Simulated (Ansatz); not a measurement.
**Sn: relaxation of cell and atoms with LDA**

Crystal: Sn.

```
Sn
1.0
    -1.89465    1.89465    1.89465
     1.89465   -1.89465    1.89465
     1.89465    1.89465   -1.89465
Sn
1
Cartesian
  0.0000 0.0000 0.0000
```

This isn't the form of Sn at room conditions, which is tetragonal (white tin).

| Quantity | Value |
| --- | --- |
| Program | Ansatz 0.2.0 |
| Task | relaxation of cell and atoms |
| Functional | LDA |
| Potentials or basis | Ansatz PAW |
| Cutoff | 420 eV (not typed: the program's choice for these potentials) |
| k mesh | 10 × 10 × 10 |
| Occupations | fermi-dirac, width 0.05 eV |
| Spin | no spin polarisation |

```json
{
  "Relaxed volume": "25.33 Å³/atom",
  "Relaxed cell": "a = 3.204 Å, b = 3.204 Å, c = 3.204 Å, α = 109.47°, β = 109.47°, γ = 109.47°",
  "Space group after relaxing (to 0.05 Å)": "Im-3m (No. 229)",
  "Energy gained by relaxing": "21.5 meV/atom",
  "Ionic steps": "4",
  "Pressure after relaxing": "0.0 GPa",
  "Band gap on the k mesh": "none (metal or under the smearing width)"
}
```

Step by step:
| step | energy change (eV) | largest force (eV/Å) | volume (Å³) |
| --- | --- | --- | --- |
| 1 | 0.0000 | 0.0000 | 27.20 |
| 2 | -0.0218 | 0.0000 | 25.25 |
| 3 | -0.0218 | 0.0000 | 25.33 |
| 4 | -0.0215 | 0.0000 | 25.33 |

Final structure:
```
Sn
1.0
    -1.85006    1.85006    1.85006
     1.85006   -1.85006    1.85006
     1.85006    1.85006   -1.85006
Sn
1
Direct
  0.00000 0.00000 0.00000
```

Levels at points of the mesh, in eV from the Fermi level:
| k point | band 5 | band 6 | band 7 | band 8 | band 9 | band 10 |
| --- | --- | --- | --- | --- | --- | --- |
| (0.00, 0.00, 0.00) | -21.30 | -11.62 | 8.52 | 8.52 | 8.52 | 12.39 |
| (0.00, 0.00, -0.50) | -21.19 | -6.55 | -4.73 | 3.81 | 5.69 | 8.46 |
| (-0.50, -0.50, -0.50) | -21.22 | -2.22 | -0.54 | -0.54 | -0.54 | 3.99 |

Wall time 2.4 s on 2 threads of Arm Neoverse V2 (shared host), peak memory 0.28 GiB.

Caveat: the plane-wave basis is chosen anew once the cell has moved, so the energies of steps on either side of that aren't comparable; the PAW data sets come from PBE, with cores solved anew for the run's functional, which leaves a small shift of forces and pressure.
